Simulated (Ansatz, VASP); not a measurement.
# NiO: VASP beside Ansatz

```
Ni O
1.0
     1.47052    0.84900    2.40133
    -1.47052    0.84900    2.40133
     0.00000   -1.69801    2.40133
Ni O
1 1
Direct
  0.00000 0.00000 0.00000
  0.50000 0.50000 0.50000
```

Alike in both runs: functional PBE; k mesh 14 × 14 × 14; occupations gaussian, width 0.05 eV; no spin polarisation.

Ansatz relaxed the structure, and its values are those at the end. VASP's run is a single point on that final structure, the one shown.

|  | VASP | Ansatz |
| --- | --- | --- |
| version | VASP 6.6.1 | Ansatz 0.2.0 |
| potentials or method | VASP PAW PBE potentials, release 64 (Ni, O) | scalar-relativistic, plane waves, PAW |
| plane-wave cutoff (eV) | 520 | 420 |
| valence electrons in the cell | 16 | 24 |

|  | VASP | Ansatz | Ansatz less VASP |
| --- | --- | --- | --- |
| gap on the k mesh at the Fermi level (eV) | none | none | - |
| pressure (GPa) | 0.2 | 0.0 | -0.21 |

A gap of «none» marks a metal or a gap that the smearing closes. The two sets of potentials don't hold the same shells in valence.

Caveats: the run has no spin polarisation, though such a crystal can be magnetic; semilocal functionals often make such compounds metallic where correlation or magnetic order opens a gap, which also shifts bond lengths. Spin polarisation is off, so any magnetic state and its effect on volume and gap are missing.
